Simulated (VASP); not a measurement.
# GaN (P6_3mc) in VASP: a series of runs, part 2 of 2

VASP 6.6.1.

**5. Relaxation of cell and atoms, rSCAN**

INCAR

```
SYSTEM = GaN
PREC = Accurate
ENCUT = 600
EDIFF = 1E-7
ISMEAR = -1
SIGMA = 0.05
LREAL = .FALSE.
LASPH = .TRUE.
NELM = 100
ALGO = Normal
ISIF = 3
LWAVE = .FALSE.
LCHARG = .FALSE.
METAGGA = RSCAN
LMIXTAU = .TRUE.
IBRION = 2
NSW = 60
EDIFFG = -0.02
```

KPOINTS

```
regular mesh
0
G
  10 10 5
  0 0 0
```

POSCAR

```
GaN
1.0
    3.1800000000      0.0000000000      0.0000000000
   -1.5900000000      2.7539607840      0.0000000000
    0.0000000000      0.0000000000      5.1660000000
Ga N
2 2
Direct
    0.6666666667      0.3333333333      0.5000000000
    0.3333333333      0.6666666667      0.0000000000
    0.6666666667      0.3333333333      0.8750000000
    0.3333333333      0.6666666667      0.3750000000
```

Started as:

```
$ cat potpaw_PBE.64/Ga_d/POTCAR potpaw_PBE.64/N/POTCAR > POTCAR
$ mpirun -np 1 vasp_std > vasp.out
```

Run time: 8.1 min. Hardware: 1 thread of AMD EPYC 9R45 (Zen 5), shared host; peak memory 0.19 GiB.

It converged, with:

```yaml
Free_energy: -61.5164 eV
Relaxed_volume: 11.40 Å³/atom
Relaxed_cell: a = 3.184 Å, b = 3.184 Å, c = 5.191 Å, α = 90.00°, β = 90.00°, γ = 120.00°
Space_group_after_relaxing_to_0.05_Å: P6_3mc (No. 186)
Energy_gained_by_relaxing: 0.8 meV/atom
Ionic_steps: 3
Pressure_after_relaxing: 0.0 GPa
Largest_force_after_relaxing: 0.015 eV/Å
Band_gap_on_the_k_mesh: 2.34 eV, direct
```

Forces in eV/Å, atoms in the order of the input:
```
Ga   0.000  0.000 -0.015
Ga   0.000  0.000 -0.015
N    0.000  0.000  0.015
N    0.000  0.000  0.015
```

Step by step:
```
step  energy change (eV)  largest force (eV/Å)  pressure (GPa)  volume (Å³)
   1              0.0000                0.1450            1.58        45.24
   2              0.0003                0.1014           -1.60        45.97
   3             -0.0033                0.0147           -0.01        45.59
```

Final structure:
```yaml
crystal:
  lattice:
    - [3.18442, 0.00000, 0.00000]
    - [-1.59221, 2.75779, 0.00000]
    - [0.00000, 0.00000, 5.19145]
  atoms:
    - { symbol: Ga, position: [0.66667, 0.33333, 0.49935] }
    - { symbol: Ga, position: [0.33333, 0.66667, 0.99935] }
    - { symbol: N, position: [0.66667, 0.33333, 0.87565] }
    - { symbol: N, position: [0.33333, 0.66667, 0.37565] }
```

Levels at points of the mesh, in eV from the valence-band top:
| k point | band 14 | band 15 | band 16 | band 17 | band 18 | band 19 | band 20 | band 21 | band 22 |
| --- | --- | --- | --- | --- | --- | --- | --- | --- | --- |
| (0.00, 0.00, 0.00) | -1.06 | -1.06 | -0.05 | 0.00 | 0.00 | 2.34 | 4.82 | 9.93 | 10.59 |
| (0.50, 0.00, 0.00) | -5.37 | -4.28 | -2.81 | -2.23 | -1.02 | 5.60 | 6.11 | 6.54 | 9.31 |

Caveat: the PAW data sets were made with another functional, which shifts forces and pressure a little. Zero-point motion and thermal expansion aren't in these numbers.

**6. Single point, PBE**

INCAR

```
PREC = Accurate ; ENCUT = 520
EDIFF = 1E-6 ; ISMEAR = 0
SIGMA = 0.023 ; LREAL = False
LASPH = True ; NELM = 100
ALGO = Normal ; ISIF = 2
LWAVE = False ; LCHARG = False
GGA = PE ; NBANDS = 26
```

KPOINTS

```
Automatic mesh
0
Gamma
  10 10 5
```

POSCAR is that of step 5.

Potentials or basis: VASP PAW PBE potentials, release 64 (Ga_d, N).

Started as:

```
$ cat potpaw_PBE.64/Ga_d/POTCAR potpaw_PBE.64/N/POTCAR > POTCAR
$ mpirun -np 1 vasp_std > vasp.out
```

Run time: 21 s. Hardware: 1 thread of Intel Xeon Platinum 8488C (Sapphire Rapids), shared host; peak memory 0.18 GiB.

The run converged. Its results:

- Free energy: -24.2850 eV
- Pressure: 7.4 GPa
- Largest force: 0.135 eV/Å
- Band gap on the k mesh: 1.97 eV, direct

Forces on the atoms (eV/Å):
```
Ga   0.000  0.000 -0.135
Ga   0.000  0.000 -0.135
N    0.000  0.000  0.135
N    0.000  0.000  0.135
```

Stress tensor (GPa, compression positive):
```
6.63 0.00 0.00
0.00 6.63 0.00
0.00 0.00 8.80
```

Levels at points of the mesh, in eV from the valence-band top:
```
           k point  band 16  band 17  band 18  band 19  band 20  band 21
(0.00, 0.00, 0.00)    -0.06     0.00     0.00     1.97     4.30     9.26
(0.50, 0.00, 0.00)    -2.78    -2.26    -0.99     5.08     5.61     6.08
```

**7. For comparison**

An earlier run on the cell as given: functional PBEsol; potentials or basis VASP PAW PBE potentials, release 64 (Ga_d, N); cutoff 520 eV; k mesh 10 × 10 × 5; occupations fermi-dirac, width 0.05 eV; no spin polarisation.

- Pressure: 0.8 GPa
- Largest force: 0.131 eV/Å
- Band gap on the k mesh: 1.93 eV, direct

**8. Overview**

| task | level | cell | cutoff (eV) | smearing | ladder | gap on the mesh (eV) | pressure (GPa) | relaxed volume (Å³/atom) | largest force (eV/Å) |
| --- | --- | --- | --- | --- | --- | --- | --- | --- | --- |
| single point | PBE | as given | 520 | gaussian 0.016 eV | - | 1.97 | 7.5 | - | 0.13 |
| relaxation of cell and atoms | r2SCAN | relaxed | 600 | fermi-dirac 0.05 eV | - | 2.30 | 0.0 | 11.44 | - |
| relaxation of cell and atoms | SCAN | relaxed | 600 | fermi-dirac 0.05 eV | - | 2.24 | 0.0 | 11.38 | - |
| relaxation of cell and atoms | rSCAN | relaxed | 600 | fermi-dirac 0.05 eV | - | 2.34 | 0.0 | 11.40 | 0.01 |
| single point | PBE | as given | 520 | gaussian 0.023 eV | - | 1.97 | 7.4 | - | 0.13 |
| single point | PBEsol | as given | 520 | fermi-dirac 0.05 eV | free | 1.93 | 0.8 | - | 0.13 |

Alike in all rows: potentials or basis VASP PAW PBE potentials, release 64 (Ga_d, N); no spin polarisation; k mesh 10 × 10 × 5.

On the cell as given the gap runs from 1.93 eV (PBEsol) to 1.97 eV (PBE). The pressure there spans 0.8 GPa (PBEsol) to 7.5 GPa (PBE); a positive pressure means that this level wants a larger cell, a negative one a smaller.

Caveats: the PAW data sets were made with another functional, which shifts forces and pressure a little (some runs).

Total energies depend on the potentials used, so only differences within one code and one set of settings carry meaning.

**9. How close it comes**

Step 2. Against the measured gap of GaN, 3.503 eV (direct; quoted in “Studying electronic properties in GaN without electrical contacts using γ-γ vs e−-γ Perturbed Angular Correlations”, 2019, pmc:6823545), the calculated 1.97 eV is off by -1.53 eV. Spin-orbit coupling on Ga is left out. The value is that of PBE, without temperature or zero-point motion. Semilocal functionals fall short of measured gaps as a rule.

Step 6. A measured gap of GaN is 3.503 eV (direct; quoted in “Studying electronic properties in GaN without electrical contacts using γ-γ vs e−-γ Perturbed Angular Correlations”, 2019, pmc:6823545); the calculated 1.97 eV misses it by -1.53 eV. Spin-orbit coupling on Ga is left out. The value is that of PBE, without temperature or zero-point motion. Semilocal functionals fall short of measured gaps as a rule.
